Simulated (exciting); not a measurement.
# CdTe: band structure with LDA

**What was measured.**

From a printed reference work, data compilation, for a bulk crystal of CdTe at 0 K: band gap 1.607 eV.

CdTe:

```
Te Cd
1.0
     0.00000    3.20500    3.20500
     3.20500    0.00000    3.20500
     3.20500    3.20500    0.00000
Te Cd
1 1
Direct
  0.75000 0.75000 0.75000
  0.00000 0.00000 0.00000
```

```yaml
Program: exciting (release sodium)
Task: band structure
Functional: LDA
Potentials_or_basis: all-electron LAPW+lo, shipped species files, valence relativity iora*
rgkmax: 9
k_mesh: 7 × 7 × 7
Occupations: fermi-dirac, width 0.05 eV
Spin: no spin polarisation
outputlevel: normal
gmaxvr_cutoff_of_density_and_potential: 14 1/bohr
lmaxapw_and_lmaxmat: 10
lmaxvr: 8
nempty: 10
Valence_relativity: iora*
epsengy: 1e-05 Ha
epspot: 1e-05 Ha
maxscl: 60
Muffin-tin_radii: Te 2.3, Cd 2.3 bohr
```

* Band gap on the k mesh: 0.61 eV, direct
* Band gap along the path: 0.61 eV, direct
* All electrons inside the program's atomic spheres: Te 49.09; Cd 46.01 (radii Te 2.3, Cd 2.3 bohr)

Levels at the corners of the path, in eV from the valence-band top:
```tsv
point	band 15	band 16	band 17	band 18	band 19	band 20
Γ	0.00	0.00	0.00	0.61	4.51	4.51
X	-4.54	-2.00	-2.00	2.39	2.56	8.79
W	-4.42	-2.48	-2.37	4.27	4.57	5.47
K	-4.44	-2.74	-1.66	2.75	4.45	7.28
Γ	0.00	0.00	0.00	0.61	4.51	4.51
L	-4.69	-0.83	-0.83	1.67	5.13	5.13
U	-4.44	-2.74	-1.66	2.75	4.45	7.28
W	-4.42	-2.48	-2.37	4.27	4.57	5.47
L	-4.69	-0.83	-0.83	1.67	5.13	5.13
K	-4.44	-2.74	-1.66	2.75	4.45	7.28
U	-4.44	-2.74	-1.66	2.75	4.45	7.28
X	-4.54	-2.00	-2.00	2.39	2.56	8.79
```

States per cell in windows of 1 eV (zero at the valence-band top; states under -8 eV left out):
| from (eV) | total |
| --- | --- |
| -8.0 | 1.68 |
| -7.0 | 0.00 |
| -6.0 | 0.00 |
| -5.0 | 1.09 |
| -4.0 | 0.51 |
| -3.0 | 1.15 |
| -2.0 | 2.08 |
| -1.0 | 0.97 |
| 0.0 | 0.00 |
| 1.0 | 0.09 |
| 2.0 | 1.15 |
| 3.0 | 1.30 |
| 4.0 | 1.47 |
| 5.0 | 1.83 |
| 6.0 | 1.30 |
| 7.0 | 1.17 |

Run time: 2.5 min on 1 thread of Arm Neoverse V2, with other jobs on the host, peak memory 0.16 GiB.

Measured gap of CdTe: 1.607 eV (0 K; a printed reference work, data compilation). This calculation gives 0.61 eV (-1.00 eV). So large a miss can be the level of theory's own, or it may mean another phase, state or a wrong row. Spin-orbit coupling on Cd, Te is left out. The value is that of LDA, without temperature or zero-point motion. Semilocal functionals fall short of measured gaps as a rule.

Caveat: the tetrahedron DOS on this energy grid can lose part of the weight of narrow d or f bands; spin-orbit coupling is left out, which moves the levels of the heavy elements.
